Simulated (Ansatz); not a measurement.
Crystal: Os.

```
CELL_PARAMETERS angstrom
2.73410 0.00000 0.00000
-1.36705 2.36780 0.00000
0.00000 0.00000 4.31970
ATOMIC_POSITIONS crystal
Os 0.66667 0.33333 0.75000
Os 0.33333 0.66667 0.25000
```

- Program: Ansatz 0.2.0
- Task: relaxation of cell and atoms
- Functional: BLYP
- Potentials or basis: Ansatz PAW
- Cutoff: 420 eV (not typed: the program's choice for these potentials)
- k mesh: 11 × 11 × 6
- Occupations: fermi-dirac, width 0.05 eV
- Spin: no spin polarisation

At the start: volume 13.98 Å³/atom.

Question: Where does the relaxation end?

Answer: It ends after 5 steps and the volume is 14.91 Å³/atom (+6.6 %); space group P6_3/mmc (No. 194, to 0.05 Å).

The path:
| step | energy change (eV) | largest force (eV/Å) | volume (Å³) |
| --- | --- | --- | --- |
| 1 | 0.0000 | 0.0000 | 27.96 |
| 2 | -0.1390 | 0.0000 | 29.93 |
| 3 | -0.1395 | 0.0000 | 29.83 |
| 4 | -0.1395 | 0.0000 | 29.82 |
| 5 | -0.1402 | 0.0000 | 29.82 |

Final structure:
```cif
data_structure
_symmetry_space_group_name_H-M 'P 1'
_symmetry_Int_Tables_number 1
_cell_length_a 2.7958
_cell_length_b 2.7958
_cell_length_c 4.4049
_cell_angle_alpha 90.000
_cell_angle_beta 90.000
_cell_angle_gamma 120.000
_cell_volume 29.82
loop_
_atom_site_label
_atom_site_type_symbol
_atom_site_fract_x
_atom_site_fract_y
_atom_site_fract_z
_atom_site_occupancy
Os1 Os 0.66667 0.33333 0.75000 1
Os2 Os 0.33333 0.66667 0.25000 1
```

Caveat: the plane-wave basis is chosen anew once the cell has moved, so the energies of steps on either side of that aren't comparable; the PAW data sets come from PBE, with cores solved anew for the run's functional, which leaves a small shift of forces and pressure.
